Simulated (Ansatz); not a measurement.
Se, DFT, PBE, all-electron PAW with datasets made for the crystal, scalar-relativistic (Ansatz 0.2.0), run on 2 threads of Intel(R) Xeon(R) 6975P-C (Granite Rapids) on a shared host.

The cell is COD entry 9013138, as deposited and not checked against the literature; nothing was relaxed. The listed cell was then made from it by scaling, straining or moving an atom.

Command: `ansatz run input.yaml --threads 2 --pin off --max-ram 6144MiB --backend cpu --events-out ev --progress --plain --runs-dir out`

```yaml
crystal:
  lattice:
    - [5.7285624299, 3.3515000981, 1.5659392666]
    - [-5.6334372939, 3.2378801009, 1.4523192694]
    - [-0.050835236, -6.5450902991, 1.410731464]
  atoms:
    - { symbol: Se, position: [0.28066, 0.16251, 0.91818] }
    - { symbol: Se, position: [0.91818, 0.28066, 0.16251] }
    - { symbol: Se, position: [0.16251, 0.91818, 0.28066] }
    - { symbol: Se, position: [0.71934, 0.83749, 0.08182] }
    - { symbol: Se, position: [0.08182, 0.71934, 0.83749] }
    - { symbol: Se, position: [0.83749, 0.08182, 0.71934] }
kpoints:
  mp_grid: { grid: [6, 6, 6] }
scf:
  occupations: { method: fermi_dirac, width: 0.01 }
hamiltonian:
  xc: pbe
  pseudopotentials: { kind: all_electron, datasets: crystal }
output:
  forces: true
  stress: true
  eigenvalues: true
  efg: { contact_densities: true }
```

How large is the problem that the program sets up?

112 irreducible k-points, 1053 plane waves at Γ, 24 bands.

Estimate the wall time and the peak memory.

13 s of wall time for 8 SCF iterations, with a peak of 1.1 GiB. Times on shared machines scatter by tens of per cent.

And the same cell and mesh by PAW (frozen-core files), asked for forces, stress, eigenvalues, efg, write_density, write_potential, elf, on the same hardware?

17 s, peak memory 0.99 GiB.
